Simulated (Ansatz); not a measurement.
Method: DFT PBE, scalar-relativistic, plane waves, PAW (Ansatz). All cells share a 420 eV cutoff and Γ-centred k meshes spaced at most about 0.3 Å⁻¹ (about 0.25 or finer for metals, 2π included). No spin polarisation.

Temperature and zero-point effects are left out. Both are relaxed sheets, periodic along a and b.

Two forms of Cu were relaxed alike.

A.

```cif
data_structure
_symmetry_space_group_name_H-M 'P 1'
_symmetry_Int_Tables_number 1
_cell_length_a 2.4289
_cell_length_b 2.4289
_cell_length_c 23.8000
_cell_angle_alpha 90.000
_cell_angle_beta 90.000
_cell_angle_gamma 120.001
_cell_volume 121.60
loop_
_atom_site_label
_atom_site_type_symbol
_atom_site_fract_x
_atom_site_fract_y
_atom_site_fract_z
_atom_site_occupancy
Cu1 Cu 0.00000 0.00000 0.29412 1
```

B.

```cif
data_structure
_symmetry_space_group_name_H-M 'P 1'
_symmetry_Int_Tables_number 1
_cell_length_a 2.4542
_cell_length_b 2.4542
_cell_length_c 29.1154
_cell_angle_alpha 90.000
_cell_angle_beta 90.000
_cell_angle_gamma 120.000
_cell_volume 151.87
loop_
_atom_site_label
_atom_site_type_symbol
_atom_site_fract_x
_atom_site_fract_y
_atom_site_fract_z
_atom_site_occupancy
Cu1 Cu 0.00000 0.00000 0.33459 1
Cu2 Cu 0.00000 0.00000 0.24929 1
```

Question: Which is lower in energy, and by how much?

Answer: B is lower, by 159 meV/atom. A has layer group p6/mmm (No. 80), 5.1 Å²/atom and no gap on its mesh; B has layer group p6/mmm (No. 80), 2.6 Å²/atom and no gap. Counting all near atoms (those within 1.25 times the shortest distance at each site), A has Cu 6 and B has Cu 7. In A, Cu at height 0.00 Å has 6 Cu at 2.43 Å. In B, Cu at height 2.48 Å has 7 Cu at 2.45–2.48 Å. Both come from invented guesses.

Cells relaxed within their symmetry can be saddle points.
